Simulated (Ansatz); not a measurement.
## SiO₂ — quadrupolar parameters

The cell is a computed structure from the Materials Project (it need not be an observed phase).

```yaml
crystal:
  lattice:
    - [4.71156, 0.00000, 0.00000]
    - [0.00000, 8.09260, 0.00000]
    - [0.00000, 0.00000, 8.53061]
  atoms:
    - { symbol: Si, position: [0.14397, 0.06296, 0.15908] }
    - { symbol: Si, position: [0.14397, 0.43704, 0.65908] }
    - { symbol: Si, position: [0.64397, 0.56296, 0.84092] }
    - { symbol: Si, position: [0.35603, 0.43704, 0.15908] }
    - { symbol: Si, position: [0.85603, 0.56296, 0.34092] }
    - { symbol: Si, position: [0.85603, 0.93704, 0.84092] }
    - { symbol: Si, position: [0.64397, 0.93704, 0.34092] }
    - { symbol: Si, position: [0.35603, 0.06296, 0.65908] }
    - { symbol: O, position: [0.58831, 0.05424, 0.79901] }
    - { symbol: O, position: [0.58831, 0.44576, 0.29901] }
    - { symbol: O, position: [0.41169, 0.55424, 0.70099] }
    - { symbol: O, position: [0.25000, 0.25000, 0.63933] }
    - { symbol: O, position: [0.08831, 0.55424, 0.20099] }
    - { symbol: O, position: [0.41169, 0.94576, 0.20099] }
    - { symbol: O, position: [0.91169, 0.05424, 0.29901] }
    - { symbol: O, position: [0.00000, 0.50000, 0.50000] }
    - { symbol: O, position: [0.75000, 0.75000, 0.36067] }
    - { symbol: O, position: [0.75000, 0.75000, 0.86067] }
    - { symbol: O, position: [0.91169, 0.44576, 0.79901] }
    - { symbol: O, position: [0.50000, 0.50000, 0.00000] }
    - { symbol: O, position: [0.25000, 0.25000, 0.13933] }
    - { symbol: O, position: [0.08831, 0.94576, 0.70099] }
    - { symbol: O, position: [0.00000, 0.00000, 0.00000] }
    - { symbol: O, position: [0.50000, 0.00000, 0.50000] }
```

Atom numbers follow the list; atoms alike are taken as one site, whose name carries the number of the first.

Computed with Ansatz: DFT, r2SCAN, plane waves and PAW, scalar-relativistic, 500 eV cutoff, Γ-centred 5×3×3 k-points, Fermi–Dirac smearing 0.02 eV.

Conventions: |V_zz| ≥ |V_yy| ≥ |V_xx|, η = (V_xx − V_yy)/V_zz, C_Q = eQV_zz/h. Directions are in the Cartesian axes of the cell vectors above, for the atom listed; none is given where the gradient is under 0.02 or η is above 0.95.

```json
{"site": "Si", "first atom": "1", "first shell": "4 O at 1.60–1.62 Å", "V_zz (10²¹ V/m²)": "0.74", "η": "0.90", "direction of V_zz (x, y, z)": "-0.23 0.63 0.74"}
{"site": "O9", "first atom": "9", "first shell": "2 Si at 1.62 Å, angle 136°", "V_zz (10²¹ V/m²)": "8.69", "η": "0.32", "direction of V_zz (x, y, z)": "0.79 -0.34 0.52"}
{"site": "O12", "first atom": "12", "first shell": "2 Si at 1.60 Å, angle 168°", "V_zz (10²¹ V/m²)": "9.97", "η": "0.07", "direction of V_zz (x, y, z)": "-0.32 0.95 0.00"}
{"site": "O16", "first atom": "16", "first shell": "2 Si at 1.60 Å, angle 180°", "V_zz (10²¹ V/m²)": "10.12", "η": "0.04", "direction of V_zz (x, y, z)": "0.44 -0.32 0.84"}
```

At O12 and O16 V_zz points along the line of its two bonds (within 1°) in each case. At O9 V_zz runs parallel to the line that joins its two neighbours (within 1°).

Hardware: 1 thread of Intel Xeon 6975P-C (Granite Rapids) (x86_64; 48 cores open to the job, memory cap 2.5 GiB, no GPU), a shared host with a load of 0.4 a core. Wall time 37 s, CPU time 37 s, peak memory 1.3 GiB.
